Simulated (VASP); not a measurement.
# IrO2 (P4_2/mnm) in VASP: further runs, part 2 of 2

VASP 6.6.1.

### 3 Band structure, r2SCAN

The COD entry that gives the cell may itself be a prediction, so a difference from it is no test against experiment.

INCAR

```
  PREC = Accurate
  ENCUT = 520
  EDIFF = 1E-6
  ISMEAR = 1
  SIGMA = 0.1
  LREAL = F
  LASPH = T
  NELM = 80
  ALGO = Normal
  ISIF = 2
  LWAVE = F
  LCHARG = F
  LMAXMIX = 4
  METAGGA = R2SCAN
  LMIXTAU = T
  NBANDS = 30
  KPAR = 2
```

KPOINTS

```
regular mesh
0
Gamma
  8 8 12
```

POSCAR

```
IrO2                                    
1.0
    4.4837704582      0.0000000000      0.0000000000
    0.0000000000      4.4837704582      0.0000000000
    0.0000000000      0.0000000000      3.1637946956
  Ir              O             
     2     4
Direct
     0.0000000000000000    0.0000000000000000    0.0000000000000000
     0.5000000000000000    0.5000000000000000    0.5000000000000000
     0.3088508813558264    0.3088508813558264    0.0000000000000000
     0.1911491186441736    0.8088508813558264    0.5000000000000000
     0.6911491186441736    0.6911491186441736    0.0000000000000000
     0.8088508813558264    0.1911491186441736    0.5000000000000000
```

KPOINTS_OPT is that of step 2.

Potentials or basis: VASP PAW PBE potentials, release 64 (Ir, O).

Launch:

```
cat potpaw_PBE.64/Ir/POTCAR potpaw_PBE.64/O/POTCAR > POTCAR
mpirun -np 2 vasp_std > vasp.out
```

OUTCAR:

```text
PREC = Accurate
   ENCUT = 520
   EDIFF = 1E-6
   ISMEAR = 1
   LREAL = F
   LASPH = T
   NELM = 80
   ISIF = 2
   METAGGA = R2SCAN

 ion  position               nearest neighbor table
   1  0.000  0.000  0.000-   3 1.96   5 1.96   4 1.99   6 1.99   4 1.99   6 1.99
   2  0.500  0.500  0.500-   4 1.96   6 1.96   5 1.99   3 1.99   3 1.99   5 1.99
   3  0.309  0.309  0.000-   1 1.96   2 1.99   2 1.99
   4  0.191  0.809  0.500-   2 1.96   1 1.99   1 1.99
   5  0.691  0.691  0.000-   1 1.96   2 1.99   2 1.99
   6  0.809  0.191  0.500-   2 1.96   1 1.99   1 1.99

  LATTYP: Found a simple tetragonal cell.
[... 1001 lines left out ...]
  -------------------------------------------------------------------------------------
  Total        1.6350464      1.6350464      2.2117371      0.0000000      0.0000000      0.0000000
  in kB       41.1856212     41.1856212     55.7120384      0.0000000      0.0000000      0.0000000
  external PRESSURE =      46.0277603 kB  Pullay stress =       0.0000000 kB

 VOLUME and BASIS-vectors are now :
 -----------------------------------------------------------------------------
  energy-cutoff  :      520.00
  volume of cell :       63.61
      direct lattice vectors                 reciprocal lattice vectors
     4.483770458  0.000000000  0.000000000     0.223026582  0.000000000  0.000000000
     0.000000000  4.483770458  0.000000000     0.000000000  0.223026582  0.000000000
     0.000000000  0.000000000  3.163794696     0.000000000  0.000000000  0.316076135

 POSITION                                       TOTAL-FORCE (eV/Angst)
 -----------------------------------------------------------------------------------
      0.00000      0.00000      0.00000         0.000000      0.000000      0.000000
      2.24189      2.24189      1.58190         0.000000      0.000000      0.000000
      1.38482      1.38482      0.00000        -0.039254     -0.039254     -0.000000
      0.85707      3.62670      1.58190         0.039254     -0.039254     -0.000000
      3.09895      3.09895      0.00000         0.039254      0.039254      0.000000
      3.62670      0.85707      1.58190        -0.039254      0.039254      0.000000
 -----------------------------------------------------------------------------------
    total drift:                                0.000000      0.000000     -0.000000

  FREE ENERGIE OF THE ION-ELECTRON SYSTEM (eV)
  ---------------------------------------------------
  free  energy   TOTEN  =      -134.1018119956 eV

  energy  without entropy=     -134.1029763607  energy(sigma->0) =     -134.10220012
```

OSZICAR:

```text
N       E                     dE             d eps       ncg     rms          rms(c)
DAV:   1     0.341737770661E+03    0.34174E+03   -0.21577E+04  6300   0.143E+03
DAV:   2    -0.112882889687E+03   -0.45462E+03   -0.43117E+03  6408   0.406E+02
DAV:   3    -0.153997125071E+03   -0.41114E+02   -0.39594E+02  7664   0.135E+02
[... 27 lines left out ...]
DAV:   1     0.674993127274E+05   -0.58564E+05     3780
DAV:   2     0.392830257316E+05   -0.28216E+05     3888
DAV:   3     0.370582563008E+05   -0.22248E+04     4534
DAV:   4     0.370060441783E+05   -0.52212E+02     4394
DAV:   5     0.370049618007E+05   -0.10824E+01     4490
DAV:   6     0.370049284012E+05   -0.33400E-01     4518
DAV:   7     0.370049271203E+05   -0.12808E-02     4526
DAV:   8     0.370049270643E+05   -0.56023E-04     4116
DAV:   9     0.370049270618E+05   -0.25197E-05     2928
DAV:  10     0.370049270614E+05   -0.34890E-06     2628
```

Wall time 8 min (2 MPI ranks of Intel Xeon Platinum 8259CL at 2.50GHz (Skylake/Cascade Lake), shared host); peak memory 0.37 GiB.

Results:

* Free energy: -134.1018 eV
* Pressure: 4.6 GPa
* Largest force: 0.056 eV/Å
* Band gap along the path: none (metal or under the smearing width)

Forces on the atoms (eV/Å):
```
Ir   0.000  0.000  0.000
Ir   0.000  0.000  0.000
O   -0.039 -0.039  0.000
O    0.039 -0.039  0.000
O    0.039  0.039  0.000
O   -0.039  0.039  0.000
```

Stress tensor (GPa, compression positive):
```
4.12 0.00 0.00
0.00 4.12 0.00
0.00 0.00 5.57
```

Levels at the corners of the path, in eV from the Fermi level:
```
point  band 19  band 20  band 21  band 22  band 23  band 24
    Γ    -2.44    -2.42    -2.24     1.04     1.28     4.60
    X    -1.34    -1.34    -0.30    -0.30     4.01     4.01
    X    -1.34    -1.34    -0.30    -0.30     4.01     4.01
    M    -2.46    -2.46     0.20     0.20     2.88     2.88
    M    -2.46    -2.46     0.20     0.20     2.88     2.88
    Γ    -2.44    -2.42    -2.24     1.04     1.28     4.60
    Γ    -2.44    -2.42    -2.24     1.04     1.28     4.60
    Z    -0.72    -0.72     0.27     0.27     2.63     2.63
    Z    -0.72    -0.72     0.27     0.27     2.63     2.63
    R    -1.97    -1.97     0.56     0.56     1.45     1.45
    R    -1.97    -1.97     0.56     0.56     1.45     1.45
    A    -1.26    -1.26    -0.51    -0.51     2.58     2.58
    A    -1.26    -1.26    -0.51    -0.51     2.58     2.58
    Z    -0.72    -0.72     0.27     0.27     2.63     2.63
    X    -1.34    -1.34    -0.30    -0.30     4.01     4.01
    R    -1.97    -1.97     0.56     0.56     1.45     1.45
    M    -2.46    -2.46     0.20     0.20     2.88     2.88
    A    -1.26    -1.26    -0.51    -0.51     2.58     2.58
```

Caveat: the PAW data sets were made with another functional, which shifts forces and pressure a little; spin-orbit coupling is left out, which moves the levels of the heavy elements.

### 4 Band structure, PBE, spin-orbit coupling, no magnetisation

INCAR

```
  PREC = Accurate
  ENCUT = 520
  EDIFF = 1E-6
  ISMEAR = 1
  SIGMA = 0.1
  LREAL = F
  LASPH = T
  NELM = 80
  ALGO = Fast
  ISIF = 2
  LWAVE = F
  LCHARG = F
  LNONCOLLINEAR = T
  MAGMOM = 0 0 0 0 0 0 0 0 0 0 0 0 0 0 0 0 0 0
  LORBIT = 11
  LSORBIT = T
  GGA_COMPAT = F
  LMAXMIX = 4
  GGA = PE
  NBANDS = 58
  KPAR = 2
```

KPOINTS

```
regular mesh
0
Gamma
  6 6 6
```

POSCAR is that of step 3.

KPOINTS_OPT is that of step 3.

Potentials or basis: VASP PAW PBE potentials, release 64 (Ir, O).

Launch:

```
cat potpaw_PBE.64/Ir/POTCAR potpaw_PBE.64/O/POTCAR > POTCAR
mpirun -np 2 vasp_ncl > vasp.out
```

OUTCAR:

```text
PREC = Accurate
   ENCUT = 520
   EDIFF = 1E-6
   ISMEAR = 1
   LREAL = F
   LASPH = T
   NELM = 80
   ISIF = 2
   LNONCOLLINEAR = T
   LORBIT = 11
   LSORBIT = T
   GGA = PE

 ion  position               nearest neighbor table
   1  0.000  0.000  0.000-   3 1.96   5 1.96   4 1.99   6 1.99   4 1.99   6 1.99
   2  0.500  0.500  0.500-   4 1.96   6 1.96   5 1.99   3 1.99   3 1.99   5 1.99
   3  0.309  0.309  0.000-   1 1.96   2 1.99   2 1.99
   4  0.191  0.809  0.500-   2 1.96   1 1.99   1 1.99
   5  0.691  0.691  0.000-   1 1.96   2 1.99   2 1.99
   6  0.809  0.191  0.500-   2 1.96   1 1.99   1 1.99

  LATTYP: Found a simple tetragonal cell.
 ALAT       =     4.4837704582
 C/A-ratio  =     0.7056103173

  Lattice vectors:

 A1 = (   4.4837704582,   0.0000000000,   0.0000000000)
[... 1744 lines left out ...]

 total charge

# of ion       s       p       d       tot
------------------------------------------
    1        0.632   0.853   6.873   8.358
    2        0.632   0.853   6.873   8.358
    3        1.555   3.467   0.000   5.022
    4        1.555   3.467   0.000   5.022
    5        1.555   3.467   0.000   5.022
    6        1.555   3.467   0.000   5.022
--------------------------------------------------
tot          7.483  15.573  13.746  36.802

 magnetization (x)

# of ion       s       p       d       tot
------------------------------------------
    1        0.000   0.000   0.000   0.000
    2        0.000   0.000   0.000   0.000
    3        0.000   0.000   0.000   0.000
    4        0.000   0.000   0.000   0.000
    5        0.000   0.000   0.000   0.000
    6        0.000   0.000   0.000   0.000
--------------------------------------------------
tot          0.000   0.000   0.000   0.000

 magnetization (y)

# of ion       s       p       d       tot
------------------------------------------
    1        0.000   0.000   0.000   0.000
    2        0.000   0.000   0.000   0.000
    3        0.000   0.000   0.000   0.000
    4        0.000   0.000   0.000   0.000
    5        0.000   0.000   0.000   0.000
    6        0.000   0.000   0.000   0.000
--------------------------------------------------
tot          0.000   0.000   0.000   0.000

 magnetization (z)

# of ion       s       p       d       tot
------------------------------------------
    1       -0.000  -0.000  -0.000  -0.000
    2       -0.000  -0.000  -0.000  -0.000
    3        0.000   0.000   0.000   0.000
    4        0.000   0.000   0.000   0.000
    5        0.000   0.000   0.000   0.000
    6        0.000   0.000   0.000   0.000
--------------------------------------------------
tot         -0.000  -0.000  -0.000  -0.000
```

OSZICAR:

```text
N       E                     dE             d eps       ncg     rms          rms(c)
DAV:   1     0.475705069427E+03    0.47571E+03   -0.20496E+04  4640   0.145E+03
DAV:   2     0.171777883170E+01   -0.47399E+03   -0.44619E+03  4712   0.424E+02
DAV:   3    -0.492766707601E+02   -0.50994E+02   -0.48690E+02  5692   0.156E+02
DAV:   4    -0.511372813930E+02   -0.18606E+01   -0.18437E+01  5654   0.308E+01
DAV:   5    -0.511895899444E+02   -0.52309E-01   -0.52236E-01  6008   0.472E+00    0.565E+01
RMM:   6    -0.434136849135E+02    0.77759E+01   -0.25026E+01  4719   0.316E+01    0.326E+01
RMM:   7    -0.431653506392E+02    0.24833E+00   -0.28702E+00  4795   0.158E+01    0.169E+01
RMM:   8    -0.431742946984E+02   -0.89441E-02   -0.86309E-01  5510   0.415E+00    0.873E+00
RMM:   9    -0.431790162459E+02   -0.47215E-02   -0.15574E-01  5605   0.232E+00    0.100E+00
RMM:  10    -0.431826853657E+02   -0.36691E-02   -0.34133E-02  5849   0.885E-01    0.309E-01
[... 43 further cycles ...]
DAV:  10    -0.233878933129E+04   -0.17596E-06     3454
       N       E                     dE             ncg
DAV:   1     0.409022110090E+05   -0.76786E+04      928
DAV:   2     0.372977288121E+05   -0.36045E+04      944
DAV:   3     0.369350685826E+05   -0.36266E+03     1098
DAV:   4     0.369233321554E+05   -0.11736E+02     1096
DAV:   5     0.369230007374E+05   -0.33142E+00     1092
DAV:   6     0.369229875358E+05   -0.13202E-01     1144
DAV:   7     0.369229869737E+05   -0.56218E-03     1120
DAV:   8     0.369229869610E+05   -0.12611E-04     1128
DAV:   9     0.369229869604E+05   -0.67742E-06      728
```

stdout:

```text
POSCAR found type information on POSCAR IrO
 POSCAR found :  2 types and       6 ions
 scaLAPACK will be used
 LDA part: xc-table for (Slater+PW92), standard interpolation
 POSCAR, INCAR and KPOINTS ok, starting setup
 FFT: planning ... GRIDC
 FFT: planning ... GRID_SOFT
 FFT: planning ... GRID
 WAVECAR not read
 entering main loop
 Start KPOINTS_OPT (optional k-point list driver)
k-point batch [1-40\168]
k-point batch [41-80\168]
k-point batch [81-120\168]
k-point batch [121-160\168]
k-point batch [161-168\168]
```

Wall time 9.3 min (2 MPI ranks of Intel Xeon Platinum 8259CL at 2.50GHz (Skylake/Cascade Lake), shared host); peak memory 0.59 GiB.

What came out:

```
Free energy                                           : -43.1836 eV
Pressure                                              : 11.3 GPa
Largest force                                         : 0.099 eV/Å
Valence electrons inside the program's atomic spheres : Ir 8.36; O 5.02
```

Forces on the atoms (eV/Å):
```
Ir   0.000  0.000  0.000
Ir   0.000  0.000  0.000
O   -0.070 -0.070  0.000
O    0.070 -0.070  0.000
O    0.070  0.070  0.000
O   -0.070  0.070  0.000
```

Stress tensor (GPa, compression positive):
```
10.64  0.00  0.00
 0.00 10.64  0.00
 0.00  0.00 12.49
```

### 5 Density of states, PBE

POSCAR is that of step 4.

INCAR.step1

```
SYSTEM = IrO2
PREC = Accurate ; ENCUT = 520
EDIFF = 1E-6 ; ISMEAR = 1
SIGMA = 0.1 ; LREAL = .False.
LASPH = .True. ; NELM = 80
ALGO = Fast ; ISIF = 2
LWAVE = .False. ; LCHARG = .True.
LMAXMIX = 4 ; GGA = PE
KPAR = 2
```

KPOINTS.step1

```
Automatic mesh
0
Gamma
  8 8 12
  0 0 0
```

INCAR.step2

```
SYSTEM = IrO2
PREC = Accurate ; ENCUT = 520
EDIFF = 1E-6 ; ISMEAR = -5
SIGMA = 0.1 ; LREAL = .False.
LASPH = .True. ; NELM = 80
ALGO = Fast ; ISIF = 2
LWAVE = .False. ; LCHARG = .False.
LMAXMIX = 4 ; GGA = PE
LORBIT = 11 ; KPAR = 2
NEDOS = 1001 ; ICHARG = 11
```

KPOINTS.step2

```
Automatic mesh
0
Gamma
  12 12 18
  0 0 0
```

Potentials or basis: VASP PAW PBE potentials, release 64 (Ir, O).

Launch:

```
cat potpaw_PBE.64/Ir/POTCAR potpaw_PBE.64/O/POTCAR > POTCAR
cp INCAR.step1 INCAR
cp KPOINTS.step1 KPOINTS
mpirun -np 2 vasp_std > vasp.out
cp INCAR.step2 INCAR
cp KPOINTS.step2 KPOINTS
mpirun -np 2 vasp_std > vasp.out
```

OUTCAR:

```text
SYSTEM = IrO2
   PREC = Accurate
   ENCUT = 520
   EDIFF = 1E-6
   ISMEAR = -5
   LREAL = .False.
   LASPH = .True.
   NELM = 80
   ISIF = 2
   GGA = PE
   LORBIT = 11
   ICHARG = 11

 ion  position               nearest neighbor table
   1  0.000  0.000  0.000-   3 1.96   5 1.96   4 1.99   6 1.99   4 1.99   6 1.99
   2  0.500  0.500  0.500-   4 1.96   6 1.96   5 1.99   3 1.99   3 1.99   5 1.99
   3  0.309  0.309  0.000-   1 1.96   2 1.99   2 1.99
   4  0.191  0.809  0.500-   2 1.96   1 1.99   1 1.99
   5  0.691  0.691  0.000-   1 1.96   2 1.99   2 1.99
   6  0.809  0.191  0.500-   2 1.96   1 1.99   1 1.99

  LATTYP: Found a simple tetragonal cell.
 ALAT       =     4.4837704582
[... 889 lines left out ...]
  energy-cutoff  :      520.00
  volume of cell :       63.61
      direct lattice vectors                 reciprocal lattice vectors
     4.483770458  0.000000000  0.000000000     0.223026582  0.000000000  0.000000000
     0.000000000  4.483770458  0.000000000     0.000000000  0.223026582  0.000000000
     0.000000000  0.000000000  3.163794696     0.000000000  0.000000000  0.316076135

 POSITION                                       TOTAL-FORCE (eV/Angst)
 -----------------------------------------------------------------------------------
      0.00000      0.00000      0.00000         0.000000      0.000000      0.000000
      2.24189      2.24189      1.58190         0.000000      0.000000      0.000000
      1.38482      1.38482      0.00000        -0.038160     -0.038160     -0.000000
      0.85707      3.62670      1.58190         0.038160     -0.038160     -0.000000
      3.09895      3.09895      0.00000         0.038160      0.038160      0.000000
      3.62670      0.85707      1.58190        -0.038160      0.038160      0.000000
 -----------------------------------------------------------------------------------
    total drift:                                0.000000      0.000000      0.000000

  FREE ENERGIE OF THE ION-ELECTRON SYSTEM (eV)
  ---------------------------------------------------
  free  energy   TOTEN  =       -42.2001616255 eV

  energy  without entropy=      -42.2001616255  energy(sigma->0) =      -42.20016163

 total charge

# of ion       s       p       d       tot
------------------------------------------
    1        0.630   0.843   6.893   8.366
    2        0.630   0.843   6.893   8.366
    3        1.554   3.463   0.000   5.017
    4        1.554   3.463   0.000   5.017
    5        1.554   3.463   0.000   5.017
    6        1.554   3.463   0.000   5.017
--------------------------------------------------
tot          7.477  15.538  13.786  36.800
```

Wall time 3.6 min (2 MPI ranks of Intel Xeon Platinum 8259CL at 2.50GHz (Skylake/Cascade Lake), shared host); peak memory 0.45 GiB.

Results:

```
Valence electrons inside the program's atomic spheres : Ir 8.37; O 5.02
```

States per cell in windows of 1 eV (zero at the Fermi level; states under -8 eV left out):
| from (eV) | total | Ir1_d | Ir2_d | O3_p | O4_p | O5_p | O6_p |
| --- | --- | --- | --- | --- | --- | --- | --- |
| -8.0 | 4.04 | 0.68 | 0.68 | 0.43 | 0.43 | 0.43 | 0.43 |
| -7.0 | 2.98 | 0.37 | 0.37 | 0.35 | 0.35 | 0.35 | 0.35 |
| -6.0 | 4.84 | 0.55 | 0.55 | 0.63 | 0.63 | 0.63 | 0.63 |
| -5.0 | 3.92 | 0.43 | 0.43 | 0.53 | 0.53 | 0.53 | 0.53 |
| -4.0 | 2.69 | 0.19 | 0.19 | 0.41 | 0.41 | 0.41 | 0.41 |
| -3.0 | 2.02 | 0.64 | 0.64 | 0.12 | 0.12 | 0.12 | 0.12 |
| -2.0 | 6.02 | 2.17 | 2.17 | 0.25 | 0.25 | 0.25 | 0.25 |
| -1.0 | 2.27 | 0.65 | 0.65 | 0.17 | 0.17 | 0.17 | 0.17 |
| 0.0 | 2.02 | 0.58 | 0.58 | 0.16 | 0.16 | 0.16 | 0.16 |
| 1.0 | 1.39 | 0.49 | 0.49 | 0.04 | 0.04 | 0.04 | 0.04 |
| 2.0 | 2.08 | 0.63 | 0.63 | 0.11 | 0.11 | 0.11 | 0.11 |
| 3.0 | 2.16 | 0.60 | 0.60 | 0.16 | 0.16 | 0.16 | 0.16 |
| 4.0 | 0.37 | 0.10 | 0.10 | 0.03 | 0.03 | 0.03 | 0.03 |

Caveat: tetrahedron occupations give inexact forces and stress in metals.

### 6 The runs side by side

| task | level | potentials or basis | spin | k mesh | k mesh for the DOS | occupations for the DOS | pressure (GPa) | largest force (eV/Å) |
| --- | --- | --- | --- | --- | --- | --- | --- | --- |
| band structure | LDA | VASP PAW LDA potentials, release 64 (Ir, O) | off | 8 × 8 × 12 | - | - | -6.0 | 0.03 |
| band structure | r2SCAN | VASP PAW PBE potentials, release 64 (Ir, O) | off | 8 × 8 × 12 | - | - | 4.6 | 0.06 |
| band structure | PBE | VASP PAW PBE potentials, release 64 (Ir, O) | SOC, no magnetisation | 6 × 6 × 6 | - | - | 11.3 | 0.10 |
| density of states | PBE | VASP PAW PBE potentials, release 64 (Ir, O) | off | 8 × 8 × 12 | 12 × 12 × 18 | tetrahedron | - | - |

Alike in all rows: cell as given; cutoff (eV) 520; smearing methfessel-paxton 0.1 eV.

Caveats: spin-orbit coupling is left out, which moves the levels of the heavy elements (some runs); the PAW data sets were made with another functional, which shifts forces and pressure a little (some runs); tetrahedron occupations give inexact forces and stress in metals (some runs).

Absolute energies hang on the potentials; compare differences alone.
